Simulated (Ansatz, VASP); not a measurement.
PtS2: VASP beside Ansatz

INCAR

```
SYSTEM = PtS2
PREC = Accurate ; ENCUT = 520
EDIFF = 1E-6 ; ISMEAR = 0
SIGMA = 0.05 ; LREAL = .False.
LASPH = .True. ; NELM = 60
ALGO = Normal ; ISIF = 2
LWAVE = .False. ; LCHARG = .True.
GGA = PS ; LELF = .True.
LVHAR = .True. ; NBANDS = 18
```

The input KPOINTS:

```
regular mesh
0
Gamma
  12 12 8
  0 0 0
```

Contents of POSCAR:

```
PtS2
1.0
    3.3660395020      0.0000000000      0.0000000000
   -1.6830197510      2.9150757189      0.0000000000
    0.0000000000      0.0000000000      4.7868600000
Pt S
1 2
Direct
    0.0000000000      0.0000000000      0.0000000000
    0.3333333333      0.6666666667      0.2500000000
    0.6666666667      0.3333333333      0.7500000000
```

Input for Ansatz:

```yaml
crystal:
  lattice:
    - [3.366039502, 0.0, 0.0]
    - [-1.683019751, 2.9150757189, 0.0]
    - [0.0, 0.0, 4.78686]
  atoms:
    - { symbol: Pt, position: [0.0, 0.0, 0.0] }
    - { symbol: S, position: [0.3333333333, 0.6666666667, 0.25] }
    - { symbol: S, position: [0.6666666667, 0.3333333333, 0.75] }
basis:
  ecutwfc: 420
kpoints:
  mp_grid: { grid: [12, 12, 8] }
hamiltonian:
  xc: pbesol
scf:
  occupations: { method: gaussian, width: 0.05 }
output:
  forces: true
  stress: true
  eigenvalues: true
```

Change from the starting cell: strain -0.050 along x and y, -0.050 along z, atoms carried along.

Alike in both runs: task single point; functional PBEsol; k mesh 12 × 12 × 8; occupations gaussian, width 0.05 eV; no spin polarisation.

```csv
,VASP,Ansatz
version,VASP 6.6.1,Ansatz 0.2.0
potentials or method,"VASP PAW PBE potentials, release 64 (Pt, S)","scalar-relativistic, plane waves, PAW"
plane-wave cutoff (eV),520,420
valence electrons in the cell,22,30
```

Ansatz gave:

| Quantity | Value |
| --- | --- |
| gap on the k mesh at the Fermi level (eV) | 0.57 |
| least direct gap on the mesh (eV) | 0.84 |
| pressure (GPa) | 27.5 |
| largest component of the traceless stress (GPa) | 9.73 |
| rms of the force components (eV/Å) | 0.852 |

Problem. Which values does VASP return?

Solution. gap on the k mesh at the Fermi level (eV): 0.59; least direct gap on the mesh (eV): 0.86; pressure (GPa): 27.2; largest component of the traceless stress (GPa): 9.56; rms of the force components (eV/Å): 0.835.

Atom by atom the forces differ by 0.017 eV/Å (rms over components). With one functional, cell and mesh, what is left measures potentials, basis and numerics. The two sets of potentials don't hold the same shells in valence.

Caveats: so large a pressure means that the cell lies far from this level's equilibrium, or that cutoff or potentials fall short (VASP); the potentials were made for another functional, which shifts forces and pressure (VASP); spin-orbit coupling is left out, which moves the levels of the heavy elements; the cell's inner coordinates are idealised or old, which leaves forces on the atoms. A k mesh can miss the band edges.
